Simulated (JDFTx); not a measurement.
Runs of JDFTx 1.7.0 (patched build) on CdS (Hawleyite). Symmetry: F-43m, No. 216, cubic system. Conventional cell: a = 5.833 Å, b = 5.833 Å, c = 5.833 Å, α = 90.00°, β = 90.00°, γ = 90.00°. Around Cd (site symmetry -43m) lie 4 S at 2.53 Å. S (site symmetry -43m) has 4 Cd at 2.53 Å as nearest neighbours. 

```csv
task,level,potentials or basis,max SCF steps,SCF threshold on the energy,solver of the electrons,further solve for the empty bands,band ratio of the Davidson solver,gap on the mesh (eV),pressure (GPa)
single point,LDA,PseudoDojo-SR-LDA-0.4.1-standard with smoothed tails,100,1e-09 Ha,scf,yes,-,0.86,(a)
single point,PBE,PseudoDojo-SR-PBE-0.5-standard with smoothed tails,100,1e-09 Ha,scf,yes,-,(b),2.9
single point,BLYP,PseudoDojo-SR-PBE-0.5-standard with smoothed tails,100,1e-09 Ha,scf,yes,-,1.10,6.3
single point,PBEsol,PseudoDojo-SR-PBEsol-0.4.1-standard with smoothed tails,100,1e-09 Ha,scf,yes,-,1.00,(c)
```

Alike in all rows: no spin polarisation; cell as given; k mesh 8 × 8 × 8; cutoff (eV) 1388; smearing fermi-dirac 0.05 eV.

Fill in the values left out.

(a) -2.5; (b) 1.15; (c) -0.3.

Caveats: the empty levels aren't tightly converged; the potentials were made for another functional, which shifts forces and pressure (some runs).

A k mesh can miss the band edges, and the runs leave out spin-orbit coupling on Cd.
